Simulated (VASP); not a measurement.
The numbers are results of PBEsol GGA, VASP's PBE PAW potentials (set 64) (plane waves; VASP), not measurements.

A VASP calculation is set up with these files.

KPOINTS:
```
kpoints
0
Gamma
 5 5 5
```

File POSCAR:
```
CsI
1
    4.5700000000     0.0000000000     0.0000000000
    0.0000000000     4.5700000000     0.0000000000
    0.0000000000     0.0000000000     4.5700000000
Cs I
1 1
Direct
  0.0000000000   0.0000000000   0.0000000000
  0.5000000000   0.5000000000   0.5000000000
```

**INCAR**
```
SYSTEM = CsI
PREC = Accurate
ENCUT = 480
EDIFF = 1E-6
NELM = 100
ALGO = Normal
LREAL = .FALSE.
LASPH = .TRUE.
ISMEAR = 0
SIGMA = 0.05
GGA = PS
LMAXMIX = 4
LWAVE = .FALSE.
LCHARG = .FALSE.
IBRION = 2
ISIF = 3
NSW = 60
EDIFFG = -0.01
```

POTCAR, in this order: Cs_sv I (PBE.64 set). Program: vasp_std.

Output

### OSZICAR
```
       N       E                     dE             d eps       ncg     rms          rms(c)
DAV:   1     0.862207238696E+02    0.86221E+02   -0.60006E+03   240   0.103E+03
DAV:   2     0.843704316404E+00   -0.85377E+02   -0.80433E+02   348   0.162E+02
DAV:   3    -0.582039310942E+01   -0.66641E+01   -0.66500E+01   292   0.508E+01
DAV:   4    -0.590520281074E+01   -0.84810E-01   -0.84782E-01   284   0.733E+00
DAV:   5    -0.590631916482E+01   -0.11164E-02   -0.11162E-02   304   0.889E-01    0.137E+00
DAV:   6    -0.579229685080E+01    0.11402E+00   -0.15180E-01   264   0.186E+00    0.991E-01
DAV:   7    -0.576705186295E+01    0.25245E-01   -0.11840E-01   272   0.168E+00    0.494E-01
DAV:   8    -0.576912934579E+01   -0.20775E-02   -0.81557E-03   284   0.583E-01    0.728E-02
DAV:   9    -0.576938274838E+01   -0.25340E-03   -0.69304E-04   272   0.171E-01    0.605E-02
DAV:  10    -0.576944862508E+01   -0.65877E-04   -0.97735E-05   280   0.641E-02    0.115E-02
DAV:  11    -0.576944768234E+01    0.94274E-06   -0.28638E-05   280   0.275E-02    0.396E-03
DAV:  12    -0.576944803262E+01   -0.35028E-06   -0.28880E-06   280   0.112E-02
   1 F= -.57694480E+01 E0= -.57694480E+01  d E =-.576945E+01
       N       E                     dE             d eps       ncg     rms          rms(c)
DAV:   1    -0.580398860169E+01   -0.34541E-01   -0.57148E-01   240   0.440E+00    0.803E-01
DAV:   2    -0.577988910351E+01    0.24099E-01   -0.32672E-02   244   0.107E+00    0.337E-01
DAV:   3    -0.577317762540E+01    0.67115E-02   -0.21206E-02   240   0.804E-01    0.194E-01
DAV:   4    -0.577315308487E+01    0.24541E-04   -0.24997E-04   256   0.111E-01    0.153E-01
DAV:   5    -0.577312588146E+01    0.27203E-04   -0.16361E-04   280   0.759E-02    0.188E-02
DAV:   6    -0.577312488740E+01    0.99406E-06   -0.17184E-05   260   0.245E-02    0.559E-03
DAV:   7    -0.577312608681E+01   -0.11994E-05   -0.14975E-06   244   0.844E-03    0.440E-03
DAV:   8    -0.577312598773E+01    0.99087E-07   -0.78102E-08   144   0.191E-03
   2 F= -.57731260E+01 E0= -.57731260E+01  d E =-.367796E-02
       N       E                     dE             d eps       ncg     rms          rms(c)
DAV:   1    -0.579794711585E+01   -0.24821E-01   -0.43691E-01   240   0.385E+00    0.703E-01
DAV:   2    -0.577956456075E+01    0.18383E-01   -0.24802E-02   244   0.934E-01    0.295E-01
DAV:   3    -0.577441763189E+01    0.51469E-02   -0.16234E-02   240   0.706E-01    0.170E-01
DAV:   4    -0.577440081965E+01    0.16812E-04   -0.19043E-04   256   0.974E-02    0.134E-01
DAV:   5    -0.577438124127E+01    0.19578E-04   -0.12357E-04   276   0.661E-02    0.157E-02
DAV:   6    -0.577438050809E+01    0.73318E-06   -0.12819E-05   252   0.213E-02    0.488E-03
DAV:   7    -0.577438153506E+01   -0.10270E-05   -0.10161E-06   180   0.737E-03    0.366E-03
DAV:   8    -0.577438144750E+01    0.87561E-07   -0.11484E-07   120   0.252E-03
   3 F= -.57743814E+01 E0= -.57743814E+01  d E =-.493341E-02
```

OUTCAR:
```
------------------------ aborting loop because EDIFF is reached ----------------------------------------
  FORCE on cell =-STRESS in cart. coord.  units (eV):
  Direction    XX          YY          ZZ          XY          YZ          ZX
  --------------------------------------------------------------------------------------
  Total       -0.0176547     -0.0176547     -0.0176547      0.0000000      0.0000000      0.0000000
  in kB       -0.3069215     -0.3069215     -0.3069215      0.0000000      0.0000000      0.0000000
  external PRESSURE =      -0.3069215 kB  Pullay stress =       0.0000000 kB
  volume of cell :       92.16
      direct lattice vectors                 reciprocal lattice vectors
     4.516979133 -0.000000000  0.000000000     0.221386898 -0.000000000 -0.000000000
     0.000000000  4.516979133 -0.000000000     0.000000000  0.221386898 -0.000000000
     0.000000000  0.000000000  4.516979133    -0.000000000  0.000000000  0.221386898
 POSITION                                       TOTAL-FORCE (eV/Angst)
 -----------------------------------------------------------------------------------
      0.00000      0.00000      0.00000        -0.000000      0.000000      0.000000
      2.25849      2.25849      2.25849         0.000000     -0.000000      0.000000
 -----------------------------------------------------------------------------------
    total drift:                               -0.000000      0.000000      0.000000
  FREE ENERGIE OF THE ION-ELECTRON SYSTEM (eV)
  ---------------------------------------------------
  free  energy   TOTEN  =        -5.7743814475 eV

  energy  without entropy=       -5.7743814475  energy(sigma->0) =       -5.77438145

 reached required accuracy - stopping structural energy minimisation
```
(Selected blocks of OUTCAR.)

File CONTCAR:
```
CsI
   1.00000000000000
     4.5169791334889569   -0.0000000000000000    0.0000000000000000
     0.0000000000000000    4.5169791334889569   -0.0000000000000000
     0.0000000000000000    0.0000000000000000    4.5169791334889569
  Cs              I
     1     1
Direct
     0.0000000000000000    0.0000000000000000    0.0000000000000000
     0.5000000000000000    0.5000000000000000    0.5000000000000000
```

Energy and stress use the plane-wave basis of the starting cell.

The compound is CsI in the CsCl type structure. This run relaxes it. Symmetry was kept, so distortions that lower it aren't found.
